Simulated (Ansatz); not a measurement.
## K started on a F site next to F started on a K site in cubic perovskite KZnF3, 40 atoms, charge 0

Level of theory: DFT, PBEsol, PAW, plane waves (Ansatz 0.2.0).

Command:

```sh
ansatz run in.yaml --threads 8 --pin off --max-ram 13300MiB --runs-dir r --events-out ev --progress --plain
```

The input less its lattice and atoms:

```yaml
crystal:
  symmetry: { detect: false }
kpoints:
  mp_grid: { grid: [1, 1, 1], shift: [0.25, 0.25, 0.25] }
hamiltonian:
  xc: pbesol
scf:
  occupations: { method: fermi_dirac, width: 0.01 }
relax:
  f_tol: 0.03
  max_steps: 80
  escape_saddle: false
  adjacent_minimum: "off"
output:
  forces: true
  eigenvalues: true
  populations: true
```

Start:

```
K F Zn
1.0
     8.10453    0.00000    0.00000
     0.00000    8.10453    0.00000
     0.00000    0.00000    8.10453
K F Zn
8 24 8
Direct
  0.00118 0.99706 0.00522
  0.99797 0.50442 0.00073
  0.99729 0.50274 0.49885
  0.50146 0.99993 0.99733
  0.49801 0.00427 0.49798
  0.50240 0.50154 0.99621
  0.49871 0.49733 0.50063
  0.25304 0.25053 0.49916
  0.00045 0.00198 0.50385
  0.25046 0.25250 0.00195
  0.24305 0.75153 0.99892
  0.24687 0.74979 0.49392
  0.75100 0.25182 0.00156
  0.74988 0.25096 0.49952
  0.75040 0.74739 0.00015
  0.74544 0.75320 0.50133
  0.99954 0.24863 0.24567
  0.99434 0.25650 0.75065
  0.99920 0.75030 0.25225
  0.99525 0.75410 0.74996
  0.49821 0.24573 0.25031
  0.50110 0.24705 0.74824
  0.49989 0.74631 0.24823
  0.49881 0.74777 0.75214
  0.24813 0.00373 0.25361
  0.24832 0.00135 0.75295
  0.24929 0.49977 0.25119
  0.24944 0.50079 0.75362
  0.74676 0.00199 0.24945
  0.74701 0.99798 0.75116
  0.74993 0.50022 0.24779
  0.75343 0.50002 0.74857
  0.24845 0.25092 0.25125
  0.24597 0.25178 0.75159
  0.24761 0.75450 0.25248
  0.24791 0.75035 0.75180
  0.74861 0.25222 0.24868
  0.75073 0.24943 0.75320
  0.75183 0.74893 0.24978
  0.75167 0.75498 0.75200
```

Steps:

```json
{"step": "start", "energy less the first (eV)": "0.000", "largest force component (eV/Å)": "7.521"}
{"step": "1", "energy less the first (eV)": "-3.702", "largest force component (eV/Å)": "3.584"}
{"step": "2", "energy less the first (eV)": "-5.127", "largest force component (eV/Å)": "0.957"}
{"step": "3", "energy less the first (eV)": "-5.568", "largest force component (eV/Å)": "0.528"}
{"step": "4", "energy less the first (eV)": "-5.988", "largest force component (eV/Å)": "0.772"}
{"step": "5", "energy less the first (eV)": "-6.419", "largest force component (eV/Å)": "0.875"}
{"step": "6", "energy less the first (eV)": "-6.856", "largest force component (eV/Å)": "0.667"}
{"step": "7", "energy less the first (eV)": "-7.264", "largest force component (eV/Å)": "0.563"}
{"step": "8", "energy less the first (eV)": "-7.627", "largest force component (eV/Å)": "0.552"}
{"step": "9", "energy less the first (eV)": "-7.967", "largest force component (eV/Å)": "0.452"}
{"step": "10", "energy less the first (eV)": "-8.283", "largest force component (eV/Å)": "0.341"}
{"step": "11", "energy less the first (eV)": "-8.533", "largest force component (eV/Å)": "0.193"}
{"step": "12", "energy less the first (eV)": "-8.651", "largest force component (eV/Å)": "0.091"}
{"step": "13", "energy less the first (eV)": "-8.690", "largest force component (eV/Å)": "0.045"}
{"step": "14", "energy less the first (eV)": "-8.715", "largest force component (eV/Å)": "0.089"}
{"step": "15", "energy less the first (eV)": "-8.717", "largest force component (eV/Å)": "0.291"}
{"step": "16", "energy less the first (eV)": "-8.799", "largest force component (eV/Å)": "0.146"}
{"step": "17", "energy less the first (eV)": "-8.854", "largest force component (eV/Å)": "0.159"}
{"step": "18", "energy less the first (eV)": "-8.917", "largest force component (eV/Å)": "0.181"}
{"step": "19", "energy less the first (eV)": "-8.991", "largest force component (eV/Å)": "0.251"}
{"step": "20", "energy less the first (eV)": "-9.027", "largest force component (eV/Å)": "0.078"}
{"step": "21", "energy less the first (eV)": "-9.028", "largest force component (eV/Å)": "0.002"}
```

A structure on the way, about -8.53 eV from the start:

```xyz
40
Lattice="8.1045 0.0000 0.0000 0.0000 8.1045 0.0000 0.0000 0.0000 8.1045" Properties=species:S:1:pos:R:3 pbc="T T T"
K     8.0276    8.0459    8.0865
K     8.0051    4.1468    8.1038
K     8.0101    4.4090    4.0672
K     4.1209    8.0229    0.0077
K     4.4511    8.0324    4.0639
K     4.2908    4.2980    8.0678
K     4.0225    4.0353    4.0550
K     0.7116    0.6579    4.0379
F     7.1505    7.3075    4.3370
F     2.4071    2.4041    0.0004
F     2.1106    5.9951    0.0133
F     2.1260    6.3283    4.0458
F     5.9975    2.1406    0.0129
F     6.2932    2.1654    4.0417
F     6.1384    6.1426    8.0975
F     5.6705    5.6414    3.9683
F     0.1371    2.0871    1.9171
F     0.1440    2.1037    6.1750
F     0.0770    6.0471    1.9003
F     0.1388    5.9754    6.2877
F     4.0246    2.0343    2.3507
F     4.0130    2.0483    5.7408
F     4.0553    6.1293    1.9511
F     4.0787    6.1503    6.1116
F     2.0836    0.1409    1.8968
F     2.0818    0.1471    6.2099
F     2.0170    4.0400    2.3530
F     2.0406    4.0419    5.7606
F     6.0229    0.0903    1.8670
F     5.9379    0.1626    6.3412
F     6.1257    4.0665    1.9405
F     6.1328    4.0883    6.1182
Zn    2.1269    2.1391    1.8657
Zn    2.1254    2.1414    6.2404
Zn    2.0756    6.1354    2.0377
Zn    2.0951    6.1402    6.0714
Zn    6.1275    2.0854    2.0364
Zn    6.1272    2.1035    6.0658
Zn    6.1641    6.1786    2.1114
Zn    6.2722    6.3026    5.8458
```

End:

```xyz
40
Lattice="8.1045 0.0000 0.0000 0.0000 8.1045 0.0000 0.0000 0.0000 8.1045" Properties=species:S:1:pos:R:3 pbc="T T T"
K     0.2008    8.0977    0.1027
K     8.0171    4.1511    7.9577
K     8.0561    4.1803    4.0896
K     4.0391    8.0997    0.1008
K     3.9975    8.0432    3.8804
K     4.3257    4.1542    7.9601
K     4.2854    4.1784    4.0922
K     0.2442    8.0449    3.8826
F     6.1729    0.1491    4.8105
F     2.1208    2.1754    8.0546
F     2.1163    6.0140    8.0641
F     2.1209    6.1601    4.0238
F     6.1707    2.3366    0.1565
F     6.1722    2.4287    3.9012
F     6.1732    5.9932    8.0261
F     6.1680    5.9157    4.0284
F     0.2179    2.0231    2.1911
F     0.2361    1.9960    5.7402
F     0.1383    6.1360    1.9639
F     0.0746    6.2006    6.0467
F     4.0207    2.0306    2.1922
F     4.0016    1.9888    5.7402
F     4.0998    6.1299    1.9600
F     4.1627    6.2065    6.0512
F     2.1218    0.0691    1.9988
F     2.1153    0.0493    6.0397
F     2.1155    4.0376    2.2625
F     2.1214    4.0743    5.8942
F     6.1686    0.0318    1.9620
F     6.1736    0.2333    7.1006
F     6.1751    4.1860    1.9594
F     6.1684    3.8112    6.0890
Zn    2.1193    2.1112    1.8904
Zn    2.1190    2.0702    6.1112
Zn    2.1189    6.0319    1.9947
Zn    2.1188    6.1149    6.0402
Zn    6.1714    2.0920    2.0337
Zn    6.1714    1.8619    5.9187
Zn    6.1715    6.1432    1.9829
Zn    6.1716    6.6009    6.0128
```

The run converged.

Time: 3.9 min of wall time on 8 threads of an EPYC 7571 processor, on a host shared with other runs; peak host memory 1.1 GiB.

(1) How much energy did the relaxation gain, and which atom moved most?

The one k point has no symmetry partners, which can distort the end along one axis.

Answers

(1) 9.03 eV in 21 steps, from a start with small random displacements (the gain also holds any tilting of the ideal host); atom 8 (K) moved 2.77 Å, the median atom 0.18 Å (drift of the whole cell removed).
